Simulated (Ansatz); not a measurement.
**InSe: from a trial structure to a relaxed crystal**

Computed with Ansatz 0.2.0, DFT PBE, scalar-relativistic, plane waves, PAW. Cutoff 420 eV, Γ-centred k mesh, Gaussian smearing, no spin polarisation in the final step.

InSe was placed on the caesium chloride structure type (Pm-3m, No. 221), with In in place of Cs, Se in place of Cl, at a guessed volume.

```
CELL_PARAMETERS angstrom
4.01952 0.00000 0.00000
0.00000 4.01952 0.00000
0.00000 0.00000 4.01952
ATOMIC_POSITIONS crystal
In 0.00000 0.00000 0.00000
Se 0.50000 0.50000 0.50000
```

Steps on the 4×4×4 mesh (2 atoms). 5 of 5 steps are shown, and the free energy counts from the last. Trial steps that were taken back and renewals of the plane-wave basis can be among the rows.

```csv
step,ΔF (meV/atom),V (Å³/atom),P (GPa)
1,196.6,32.47,-6.26
2,43.4,27.95,-4.05
3,5.5,23.87,2.14
4,-0.8,24.99,-0.20
5,0.0,24.99,-0.22
```

A final relaxation ran on a 16×16×16 mesh. The relaxed crystal, Pm-3m (No. 221):

```cif
data_structure
_symmetry_space_group_name_H-M 'Pm-3m'
_symmetry_Int_Tables_number 221
_cell_length_a 3.6306
_cell_length_b 3.6306
_cell_length_c 3.6306
_cell_angle_alpha 90.000
_cell_angle_beta 90.000
_cell_angle_gamma 90.000
_cell_volume 47.85
loop_
_atom_site_label
_atom_site_type_symbol
_atom_site_symmetry_multiplicity
_atom_site_Wyckoff_symbol
_atom_site_fract_x
_atom_site_fract_y
_atom_site_fract_z
_atom_site_occupancy
In1 In 1 a 0.00000 0.00000 0.00000 1
Se1 Se 1 b 0.50000 0.50000 0.50000 1
```

```
Volume per atom          : 23.93 Å³
Density                  : 6.72 g/cm³
Energy over the elements : -0.19 eV/atom
Gap on the 16×16×16 mesh : 0 eV (a metal)
```

Formation energies are uncorrected and refer to the elements' standard structures at the same level.

The final run used a 16×16×16 mesh on its 2-atom cell and 0.10 eV smearing. The k mesh leaves about 4 meV/atom of noise in metals.

A structure relaxed within its symmetry needn't be a true minimum.

Cost: 4 runs of about 0.52 core-minutes in all, on Intel Xeon Platinum 8488C (Sapphire Rapids) (shared hosts).